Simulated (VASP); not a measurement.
# Cs: convergence, self-consistent run

Cs, Fm-3m (no. 225), 1 atom in the cell. PBE; PAW potentials Cs_sv (PBE set). VASP 6.6.1.

Wanted: energy within 0.2 meV/atom; Fermi level within 0.005 eV.

What the run is for: comparing ways to start; Accuracy asked: tight.

POSCAR:
```
Cs
1.0
    0.0000000000      3.9483357400      3.9483357400
    3.9483357400      0.0000000000      3.9483357400
    3.9483357400      3.9483357400      0.0000000000
Cs
1
Direct
    0.0000000000      0.0000000000      0.0000000000
```

## How the run starts (with a second run first, the time holds both)

| How the run starts (with a second run first, the time holds both) | Energy less reference (meV/atom) | Fermi level (eV) | Time (s) |
|---|---|---|---|
| from scratch: 10 SCF iterations | 0.00 | 0.3831 | 9.1 |
| density of a coarse mesh (ICHARG 1): 9 + 9 SCF iterations | 0.00 | 0.3832 | 15 |
| orbitals of a lower cutoff (ISTART 1): 11 + 5 SCF iterations | 0.00 | 0.3832 | 11 |
| orbitals of a loose run: 6 + 4 SCF iterations | 0.00 | 0.3830 | 8.5 |

Chosen: from scratch: 10 SCF iterations; no other choice that stays within the tolerance saves 30 % of the time.

The chosen settings are those of the reference run.

## The input

INCAR:
```
SYSTEM = Cs
ALGO     = Normal         ! electronic algorithm
EDIFF    = 1E-6           ! SCF threshold, eV
ENCUT    = 400            ! plane-wave cutoff, eV
GGA      = PE             ! functional
GGA_COMPAT= .False.      
ISIF     = 2              ! what is computed and relaxed
ISMEAR   = 1              ! smearing method
LASPH    = .True.         ! aspherical terms in the spheres
LCHARG   = .False.        ! write CHGCAR
LREAL    = .False.        ! projectors in reciprocal space
LWAVE    = .False.        ! write WAVECAR
NELM     = 120            ! most SCF steps
PREC     = Accurate       ! precision mode
SIGMA    = 0.1            ! smearing width, eV
```

KPOINTS:
```
k-points
0
Gamma
  7 7 7
```

Commands:
```
cat potpaw_PBE.64/Cs_sv/POTCAR > POTCAR
mpirun -np 1 vasp_std > vasp.out
```

The chosen input took VASP 6.6.1 9.1 s on 1 core (Intel Xeon Platinum 8488C (Sapphire Rapids)), a shared host.

## An input that fails: restart asked without its files

VASP's message: ERROR: charge density could not be read from file CHGCAR for ICHARG>10.

Changes against the starting input:
```
- NELM = 120
+ NELM = 60
+ ICHARG = 11
```
